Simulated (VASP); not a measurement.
# What goes wrong when GaP is relaxed with a bad input, part 2 of 2

Some relaxations of GaP get a fault in the input on purpose. Which of them show, and how? The starting structure is a measured crystal structure from the Crystallography Open Database. The first relaxation on each setting starts from this cell expanded by 3 % in volume.

VASP 6.6.1.

Results so far: reference 20.06 Å³ an atom; a smearing far too wide 20.54 Å³ an atom.

## Step 5: Relaxation with the cell held fixed (ISIF = 2)

Level of this step: PBEsol; plane waves and PAW (Ga_d, P) (VASP).

A slip made on purpose: the cell held fixed (ISIF = 2). Against step 2 the input has ISIF = 2 (also changed: NELM).

INCAR reads:

```
SYSTEM = GaP
PREC = Accurate
ENCUT = 450
EDIFF = 1E-06
NELM = 60
ISMEAR = 0
SIGMA = 0.03
LREAL = .FALSE.
ALGO = Normal
GGA = PS
NBANDS = 15
LORBIT = 11
LWAVE = .FALSE.
LCHARG = .FALSE.
KPAR = 4
IBRION = 2
NSW = 50
ISIF = 2
EDIFFG = -0.004
```

POSCAR reads:

```
GaP
1.0
    0.0000000000      2.7522344282      2.7522344282
    2.7522344282      0.0000000000      2.7522344282
    2.7522344282      2.7522344282      0.0000000000
Ga P
1 1
Direct
    0.0000000000      0.0000000000      0.0000000000
    0.7500000000      0.7500000000      0.7500000000
```

KPOINTS reads:

```
Automatic mesh
0
Gamma
8 8 8
0 0 0
```

PAW data sets: Ga_d and P (PBE family, release 64).

Command:

```console
$ mpirun -np 4 vasp_std
```

Output:

```text
[... set-up lines as in an earlier step ...]
 entering main loop
       N       E                     dE             d eps       ncg     rms          rms(c)
DAV:   1     0.783742447367E+02    0.78374E+02   -0.85166E+03   878   0.156E+03
DAV:   2    -0.401183337567E+01   -0.82386E+02   -0.78967E+02   968   0.306E+02
DAV:   3    -0.100743319690E+02   -0.60625E+01   -0.60386E+01  1073   0.672E+01
DAV:   4    -0.101777018452E+02   -0.10337E+00   -0.10334E+00  1061   0.959E+00
[...]
DAV:  10    -0.990710072773E+01   -0.27768E-04   -0.54858E-05  1197   0.748E-02    0.273E-02
DAV:  11    -0.990712858436E+01   -0.27857E-04   -0.29153E-05  1003   0.560E-02    0.483E-03
DAV:  12    -0.990712854320E+01    0.41161E-07   -0.96995E-07   828   0.114E-02
   1 F= -.99071285E+01 E0= -.99071285E+01  d E =-.990713E+01
[...]
reached required accuracy - stopping structural energy minimisation
```

Wall time 6 s (4 MPI ranks of AMD EPYC 7R43, shared host); peak memory 0.47 GiB.

From OUTCAR (step 5):

```text
  Total       -0.7828039     -0.7828039     -0.7828039      0.0000000      0.0000000      0.0000000
  in kB      -30.0799617    -30.0799617    -30.0799617      0.0000000      0.0000000      0.0000000
  external PRESSURE =     -30.0799617 kB  Pullay stress =       0.0000000 kB

 POSITION                                       TOTAL-FORCE (eV/Angst)
 -----------------------------------------------------------------------------------
      0.00000      0.00000      0.00000        -0.000000     -0.000000     -0.000000
      4.12835      4.12835      4.12835         0.000000      0.000000      0.000000
 -----------------------------------------------------------------------------------
    total drift:                               -0.000001     -0.000001     -0.000001

  FREE ENERGIE OF THE ION-ELECTRON SYSTEM (eV)
  ---------------------------------------------------
  free  energy   TOTEN  =        -9.9071285432 eV

  energy  without entropy=       -9.9071285432  energy(sigma->0) =       -9.90712854

[... 2 parts as in an earlier step ...]

[... 2 further parts left out ...]
[key lines of the parts left out:]
E-fermi :   4.4422
```

With the cell held fixed (ISIF = 2) the cell ends at 20.848 Å³ an atom, +3.90 % from the reference.

## Step 6: Relaxation with a cutoff far too low

A slip made on purpose: a cutoff far too low. Against step 2 the input has PREC = Normal and ENCUT = 160 (also changed: NELM).

INCAR, as its differences from that of step 5:

```diff
@@ -1,4 +1,4 @@
 SYSTEM = GaP
-PREC = Accurate
-ENCUT = 450
+PREC = Normal
+ENCUT = 160
 EDIFF = 1E-06
@@ -17,3 +17,3 @@
 NSW = 50
-ISIF = 2
+ISIF = 3
 EDIFFG = -0.004
```

POSCAR is that of step 5.

KPOINTS is that of step 5.

Command:

```console
$ mpirun -np 4 vasp_std
```

Output:

```text
[... set-up lines as in an earlier step ...]
 entering main loop
       N       E                     dE             d eps       ncg     rms          rms(c)
DAV:   1     0.436634383167E+02    0.43663E+02   -0.54388E+03   968   0.685E+02
DAV:   2    -0.524421145701E+01   -0.48908E+02   -0.47921E+02  1073   0.162E+02
DAV:   3    -0.664226782346E+01   -0.13981E+01   -0.13973E+01  1003   0.275E+01
DAV:   4    -0.665099185937E+01   -0.87240E-02   -0.87238E-02  1213   0.224E+00
[...]
DAV:  11    -0.565843306201E+01   -0.74904E-05   -0.23532E-05  1094   0.364E-02    0.203E-02
DAV:  12    -0.565843981531E+01   -0.67533E-05   -0.11042E-05  1003   0.178E-02    0.145E-02
DAV:  13    -0.565844054761E+01   -0.73230E-06   -0.58932E-07   736   0.738E-03
   1 F= -.56584405E+01 E0= -.56584405E+01  d E =-.565844E+01
[...]
-----------------------------------------------------------------------------
|                                                                             |
|     EEEEEEE  RRRRRR   RRRRRR   OOOOOOO  RRRRRR      ###     ###     ###     |
[...]
|     EEEEEEE  R     R  R     R  OOOOOOO  R     R     ###     ###     ###     |
|                                                                             |
|     Orbital orthonormalization failed in the inversion of matrix            |
|     LAPACK: Routine ZPOTRF failed! kpoint: 1 spin: 1                        |
|                                                                             |
|     Possible solutions for this issue are:                                  |
|     - Please check whether the atoms are too close to each other.           |
|     - Decreasing POTIM might help during relaxations or MDs.                |
|     - Deleting CHGCAR or WAVECAR if incompatible with the structure.        |
|     - Try calculating without symmetrizing (ISYM = 0 or ISYM = -1).         |
|     - As last resort: using a different PAW for some of the atoms.          |
|                                                                             |
|       ---->  I REFUSE TO CONTINUE WITH THIS SICK JOB ... BYE!!! <----       |
|                                                                             |
 -----------------------------------------------------------------------------

Abort(1) on node <host> (rank 0 in comm 0): application called MPI_Abort(MPI_COMM_WORLD, 1) - process 0
```

Elapsed: 32 s, on 4 MPI ranks.

VASP stopped with this message: “Orbital orthonormalization failed in the inversion of matrix LAPACK: Routine ZPOTRF failed! kpoint: 1 spin: 1”.

## Step 7: All runs side by side

| run | ended | volume (Å³/atom) | change (%) | bulk modulus (GPa) | pressure left (GPa) | core minutes |
| --- | --- | --- | --- | --- | --- | --- |
| reference | converged | 20.064 | - | 85.4 | -0.03 | 2.07 |
| a smearing far too wide | converged | 20.54 | 2.37 | 68.6 | 0.01 | 1.29 |
| a functional's name that the tag doesn't take | stopped by VASP | - | - | - | - | 0.32 |
| the cell held fixed (ISIF = 2) | converged | 20.848 | 3.9 | - | -3.01 | 0.4 |
| a cutoff far too low | stopped by VASP | - | - | - | - | 2.13 |

Core minutes are wall time times ranks, summed over the relaxations behind a row (those for a bulk modulus apart), on shared hosts.

## Step 8: Outcome

| Item | Value |
| --- | --- |
| volume of the reference | 20.06 Å³/atom |
| volume against the reference, a smearing far too wide | +2.37 % |
| volume against the reference, the cell held fixed (ISIF = 2) | +3.90 % |
| run with a functional's name that the tag doesn't take | stopped by VASP |
| run with a cutoff far too low | stopped by VASP |

In words: VASP stopped by itself in the runs with a functional's name that the tag doesn't take and a cutoff far too low. Finished, but with signs in the output that stand out against the reference: a smearing far too wide, with the volume changed by +2.4 % (signs: a large entropy term in the energy); the cell held fixed (ISIF = 2), with the volume kept at the input's, +3.9 % from the reference (signs: a stress of up to 3.0 GPa). The reference was restarted once and the runs with a slip weren't, so their cells may not have settled fully. Further runs on this material are not shown.

[Lines on the potential files, build, host, timing and source positions are cut from VASP's logs without a mark.]

[Logs are printed without paths, hosts, clocks, repeated set-up lines and the standing remarks that a program may print on its own settings, such as how far it seeks lower states.]

[Hosts, paths, dates, database ids (printed as entryN), source tags and the programs' standing remarks are cut or masked in the printed files.]
